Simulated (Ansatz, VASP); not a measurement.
# Ta: VASP beside Ansatz

```
CELL_PARAMETERS angstrom
2.74173 0.00000 0.00000
0.00000 2.74173 0.00000
0.00000 0.00000 2.74173
ATOMIC_POSITIONS crystal
Ta 0.00000 0.00000 0.00000
```

Alike in both runs: task electric field gradients; functional PBE; k mesh 13 × 13 × 13; occupations fermi-dirac, width 0.03 eV; no spin polarisation.

```csv
,VASP,Ansatz
version,VASP 6.6.1,Ansatz 0.2.0
potentials or method,"VASP PAW PBE potentials, release 64 (Ta_pv), cutoff 520 eV","all-electron PAW with datasets made for the crystal, scalar-relativistic"
```

VASP gave:

- pressure (GPa): 0.1
- Vzz of the field gradient on the site that differs most (V/Å²): 0.0

Q: Which values does Ansatz return?

A: Pressure (GPa): -0.1; Vzz of the field gradient on the site that differs most (V/Å²): 0.0.

Ansatz ran all-electron here, so the differences hold the error of VASP's frozen core and of both bases. Ansatz warned: «gradients_without_spin_orbit».

The runs have no spin-orbit coupling, so splittings on Ta are missing.
